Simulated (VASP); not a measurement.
A run of VASP 6.6.1:

The input INCAR:

```
SYSTEM = Ga
  ALGO = Fast
  EDIFF = 1E-6
  ENCUT = 520
  GGA = PS
  ISIF = 2
  ISMEAR = -1
  LASPH = .True.
  LCHARG = .True.
  LELF = .True.
  LREAL = .False.
  LVHAR = .True.
  LWAVE = .False.
  NBANDS = 20
  NELM = 100
  PREC = Accurate
  SIGMA = 0.08
```

File KPOINTS:

```
k-points
0
Gamma
  12 12 10
  0 0 0
```

POSCAR

```
Ga
1.0
    1.4500000000     -4.0650000000      0.0000000000
    1.4500000000      4.0650000000      0.0000000000
    0.0000000000      0.0000000000      3.1700000000
Ga
2
Direct
    0.8670000000      0.1330000000      0.2500000000
    0.1330000000      0.8670000000      0.7500000000
```

Potentials or basis: VASP PAW PBE potentials, release 64 (Ga_d).

Command:

```sh
$ cat potpaw_PBE.64/Ga_d/POTCAR > POTCAR
$ mpirun -np 1 vasp_std > vasp.out
```

Hardware: 1 thread of Intel(R) Xeon(R) 6975P-C (Granite Rapids) (shared host).

Question: Estimate the wall time of this run.

Answer: Run time: 65 s on 1 thread of Intel(R) Xeon(R) 6975P-C (Granite Rapids) (shared host), peak memory 0.26 GiB. Counts: scf iterations 12, k points 258.
